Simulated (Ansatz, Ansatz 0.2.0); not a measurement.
# CdWO₄ notebook: trying to get the bulk modulus with LDA

*A beginner's notebook, kept as written. Several of its settings and conclusions are unsound; a review follows at the end.*

## The measurement

The number I want to reproduce is the bulk modulus of cadmium tungstate, CdWO₄, which says how hard it is to squeeze. It comes from "Optical and structural study of the pressure-induced phase transition of CdWO₄" (2017, arXiv:1705.10509). They put powder under pressure in neon, up to 15 GPa, and used X-ray diffraction to see how the cell shrinks. Then they fitted a curve, a second-order Birch-Murnaghan equation of state, through their own points together with older single-crystal data. The fit gives 123 GPa. In this kind of fit a second number, B0′, is fixed at 4. I don't really know what that one does, so I'll just use the 123.

| compared with | measured | source's wording or label | method |
| --- | --- | --- | --- |
| B (Reuss) (GPa) | 123 | B0, second-order Birch-Murnaghan fit | XRD under pressure, equation-of-state fit |

Conditions are those given with the value in the passage it was taken from; "not stated" means there, and the paper may say more elsewhere. The values are a selection: others may have been left out beforehand as unlike or outlying.

## Model and target

I want a bulk modulus within 10 GPa of 123. I chose 10 because it is a round number and sounds fair. The model is the wolframite cell from the database with 12 atoms, and I'm using LDA because it comes first in the tutorial I have read. First I relax the cell, then I get the elastic constants by straining it. The shear modulus and the Debye temperature come out as well, but I have nothing measured to put next to them, so I'll only write them down. I'd like to be done quickly, so I start with cheap settings and only change them if something looks wrong.

System: CdWO4 (cadmium tungstate), wolframite; P2/c (No. 13), 12 atoms in the primitive cell; the database structure is a diffraction structure: a = 5.040 Å, b = 5.870 Å, c = 5.084 Å, β = 91.48°; structure from the Crystallography Open Database.

## 1. A quick relaxation first

The tutorial was about a simple metal and used a cutoff of 120 eV, so I typed that in too. A lower cutoff runs faster, and I think it mostly affects the last digits. The k mesh is 4x4x4, which looks like plenty. I expect the cell to come out close to the database one, and then I can go on to the elastic constants.

**Run 1.** Ansatz 0.2.0: LDA, cell and atoms relaxed from the database structure, PAW set soft_2, cutoff 120 eV, 4x4x4 k mesh, Gaussian smearing 0.02 eV; the relaxation is the first step.

Key lines of the input:
```
crystal:
  # lattice and atoms
kpoints:
  mp_grid: { grid: [4, 4, 4] }
hamiltonian:
  xc: lda
scf:
  occupations: { method: gaussian, width: 0.02 }
output:
  forces: true
  stress: true
basis:
  ecutwfc: 120.0
relax:
  adjacent_minimum: "off"
  f_tol: 0.005
  max_steps: 30
  cell: { stress_tol: 0.03 }
```

Command:
```
ansatz run input.yaml --threads 8 --pin off --max-ram 16384MiB --backend cpu --events-out ev --progress --plain --runs-dir out
```

Selected lines of the output:
```
Basis set: ecut = 120 eV, 465 PW (Γ) [...]
k-points: 30 of 64
SCF iter   5: F=—  HF=-40108.386317 eV  |F-HF|=—  |Δ(HF+E_count)|=   8.68e-8  Δρ=2.96e-6  dr2=2.00e-8  [...]
SCF iter   6: F=—  HF=-40108.386317 eV  |F-HF|=—  |Δ(HF+E_count)|=   3.87e-9  Δρ=5.98e-7  dr2=9.77e-10  [...]
SCF iter   7: F=-40108.386317 eV  HF=-40108.386317 eV  |F-HF|=1.46e-11  |Δ(HF+E_count)|=  1.31e-10  Δρ=1.19e-7  dr2=3.45e-11  [...]
relax step  28: F+E_penalty+E_count = -40108.23041199 eV  [...]  max|allowed force component| = 9.684e-2 eV/Å  [...]  P = +0.080 GPa  Ω = 153.934 Å³  [...]
relax step  29: F+E_penalty+E_count = -40108.18697910 eV  [...]  max|allowed force component| = 9.461e-2 eV/Å  [...]  P = +0.008 GPa  Ω = 153.938 Å³  [...]
relax step  30: F+E_penalty+E_count = -40108.38631698 eV  [...]  max|allowed force component| = 8.739e-3 eV/Å  [...]  P = +0.129 GPa  Ω = 153.920 Å³  [...]
variable-cell relaxation did not converge after 30 steps: max|allowed force component| = 8.74e-3 eV/Å (threshold 5.0e-3), largest principal stress residual = 2.54e-1 GPa on the free part of [...]
```

Not converged; 16 s on 8 cores of Arm Neoverse V2, shared host. Warnings: cutoff_below_recommended.

It stopped after 30 steps and says it did not converge. The force left is 8.74e-3 and the threshold is 5.0e-3, so it nearly got there, and I count that as good enough. The volume is 153.920 Å³ and the pressure is almost zero, so the cell looks fine to me. There is also a warning about the cutoff being below the recommended one, but the energy has settled to many digits within each step, so I don't think it matters much. I think the program is just fussy about the last bit.

## 2. More smearing to calm it down

The tutorial says that if a calculation has trouble converging, you should increase the smearing. Mine was 0.02 eV, which is tiny, so I'm going to 1 eV with the Fermi-Dirac kind. I'm also taking the cutoff line out and letting the program choose, so that it stops complaining. This time I go straight to the elastic constants, because the bulk modulus is what I'm after. I expect something near 123 GPa.

**Run 2.** Ansatz 0.2.0: LDA, cell and atoms relaxed in a first step at this level from the database structure (its input isn't shown), PAW set soft_2, cutoff 420 eV (default), 4x4x4 k mesh, Fermi-Dirac smearing 1 eV; elastic constants by two-point finite strains with relaxed ions.

Key lines of the input:
```
crystal:
  # lattice and atoms
kpoints:
  mp_grid: { grid: [4, 4, 4] }
hamiltonian:
  xc: lda
scf:
  occupations: { method: fermi_dirac, width: 1.0 }
output:
  forces: true
  stress: true
elastic:
  mode: relaxed_ion
  stencil: two_point
```

Selected lines of the output:
```
  moduli (Voigt/Reuss/Hill, GPa): K = 125.68/124.31/125.00   G = 46.35/41.34/43.85   E = 117.77   ν = 0.343
  mechanically stable: yes (min eigenvalue of sym C = 38.78 GPa)
```

Converged; 5 min, same machine.

| quantity | run 2 | measured | deviation |
| --- | --- | --- | --- |
| B (Reuss) (GPa) | 124.3 | 123 | +1.3 (+1.1 %) |
| conventional cell volume (Å³) | 147.65 |  |  |
| pressure (GPa) | −0.00431 |  |  |
| G (Hill) (GPa) | 43.8 |  |  |
| Debye temperature (K) | 334.2 |  |  |

The Reuss bulk modulus is 124.3 GPa and the measured one is 123, so I'm only 1.3 GPa off, far inside my 10 GPa. This run converged as well, so the bigger smearing did what the tutorial said it would. The program also calls the crystal mechanically stable, which I take to mean that the settings are fine.

There are three bulk moduli on the line, Voigt, Reuss and Hill, but they are all close to 125, so it hardly matters which one I use. I'm also writing down the shear modulus, 43.8 GPa, and the Debye temperature, 334.2 K. Since the bulk modulus is right, I think those two should be about right too. I have my number, so I'm leaving the settings as they are and stopping here.

## Collected results

| run | settings | B (Reuss) (GPa) | deviation | cost | status |
| --- | --- | --- | --- | --- | --- |
| 1 | LDA, cell and atoms relaxed from the database structure, cutoff 120 eV, Gaussian smearing 0.02 eV, the relaxation is the first step | – |  | 2.1 core-min | not converged |
| 2 | LDA, cutoff 420 eV (default), Fermi-Dirac smearing 1 eV, elastic constants by two-point finite strains with relaxed ions | 124.3 | +1.3 (+1.1 %) | 40 core-min |  |
|  | measured | 123 |  |  |  |

## Closing entry

I got 124.3 GPa for the bulk modulus of CdWO₄ and the experiment has 123, so the difference is about 1 % and I count the job as done. It took two runs. The first one didn't converge, and I put that down to the smearing being too small. With 1 eV the second run went through without trouble, so from now on I'll start with a large smearing and save myself the failed run.

LDA seems to be the right choice for this crystal, and I don't see why I should spend time on another functional when this one already agrees. I'm also keeping the shear modulus of 43.8 GPa and the Debye temperature of 334.2 K as results. I have no measured values beside them, but they come from the same run as the bulk modulus, so I trust them just as much. For the next oxide I'll copy this input and only change the atoms.

## An expert's review

Further runs made for the review:

| reviewer's run | settings | B (Reuss) (GPa) | deviation | cost |
| --- | --- | --- | --- | --- |
| R1 | LDA, cutoff 420 eV (default), 4x4x4 k mesh, Gaussian smearing 0.02 eV, elastic constants by two-point finite strains with relaxed ions | 145.1 | +22.1 (+18.0 %) | 31 core-min |
| R2 | LDA, cutoff 420 eV (default), 2x2x2 k mesh, Gaussian smearing 0.02 eV, elastic constants by two-point finite strains with relaxed ions | 144.9 | +21.9 (+17.8 %) | 8.5 core-min |
| R3 | PBEsol, cutoff 420 eV (default), 4x4x4 k mesh, Gaussian smearing 0.02 eV, elastic constants by two-point finite strains with relaxed ions | 128.2 | +5.2 (+4.2 %) | 38 core-min |
|  | measured | 123 |  |  |

Relaxing before straining was a sound plan, but waiting until "something looks wrong" fails when a bad setting gives a plausible number. Coming first in a tutorial is no reason to choose LDA, which commonly makes solids too stiff. The fixed B0′ matters too: it says how fast the crystal stiffens under pressure, and the fitted 123 GPa depends on it.

In run 1, the 120 eV cutoff came from a simple metal, and the program warned about it. A low cutoff spoils stresses and energies, not just the last digits. The settled digits within each step show only that the electronic cycle converged in that small basis. Between the last two relaxation steps the energy jumped by about 0.2 eV while the volume hardly changed, which should have raised suspicion. Near-zero pressure doesn't vouch for the cell either, because the relaxation was driven by those same faulty stresses. The unmet force threshold was a second reason not to accept it. The remedy was the default cutoff of 420 eV.

Run 2 rightly restored that cutoff, but it also raised the smearing to 1 eV. The tutorial's advice concerns trouble in the electronic cycle, which had converged in run 1; what hadn't finished was the relaxation. In a wide-gap insulator, such smearing heats the electrons artificially and swells the cell. Nor did the run go straight to the elastic constants: a relaxation came first, though its input isn't shown.

My LDA control with 0.02 eV smearing (R1) finished without trouble and gives 145.1 GPa, so the large smearing wasn't needed and lowered the LDA result by 20.8 GPa. The 124.3 GPa is therefore a chance agreement, in which hot electrons offset LDA's excess stiffness. The control cost 31 core-minutes, against 40 for run 2. The 4x4x4 mesh was a good choice: in LDA, even 2x2x2 gives 144.9 GPa (R2).

"Mechanically stable" means that the computed tensor resists small strains, not that the settings are right. The three bulk moduli are indeed close here, but Reuss is the one to compare, since it describes the response to hydrostatic pressure. A matching bulk modulus doesn't validate the shear modulus or the Debye temperature, and both come from the same overheated calculation. They shouldn't be kept as results.

The closing entry's case for LDA fails as well. With the same mesh, cutoff and small smearing, PBEsol gives 128.2 GPa (R3), much nearer the measurement than LDA, for 38 core-minutes. The next oxide should not inherit this input: keep the smearing small for an insulator, and check the cutoff, mesh and functional afresh.

The 10 GPa target was arbitrary, resting on neither the measurement's uncertainty nor the usual error of the method, so I don't judge by it. PBEsol comes within 5.2 GPa, or about 4 %, which is good agreement. The calculation describes a static lattice at 0 K, and warming usually softens a crystal; the fixed B0′ also affects the comparison. How much of the remaining difference belongs to these and how much to the functional remains unexplained.

[Logs are printed without paths, hosts, clocks, repeated set-up lines and the standing remarks that a program may print on its own settings, such as how far it seeks lower states.]

[The runs shown are a pick from a larger set of finished runs; failed, doubtful and other runs were left out of it ahead of writing. So were measured values far from every level or from commonly accepted values, and agreement can look better than it is. Lines of input and output are excerpts and may be shortened.]
